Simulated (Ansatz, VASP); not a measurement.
## In in VASP and in Ansatz

```
CELL_PARAMETERS angstrom
3.36660 0.00000 0.00000
-1.68330 2.91556 0.00000
0.00000 0.00000 5.64993
ATOMIC_POSITIONS crystal
In 0.33333 0.66667 0.25000
In 0.66667 0.33333 0.75000
```

Alike in both runs: functional PBE; k mesh 14 × 14 × 8; occupations fermi-dirac, width 0.05 eV; no spin polarisation.

Ansatz relaxed the structure, and its values are those at the end. VASP's run is a single point on that final structure, the one shown.

|  | VASP | Ansatz |
| --- | --- | --- |
| version | VASP 6.6.1 | Ansatz 0.2.0 |
| potentials or method | VASP PAW PBE potentials, release 64 (In_d) | PAW with Ansatz's default frozen-core files, scalar-relativistic |
| plane-wave cutoff (eV) | 520 | 420 |
| valence electrons in the cell | 26 | 26 |

|  | VASP | Ansatz | Ansatz less VASP |
| --- | --- | --- | --- |
| pressure (GPa) | 0.0 | 0.0 | +0.05 |

The functional is the same, so the differences come from potentials, cutoffs and numerics.
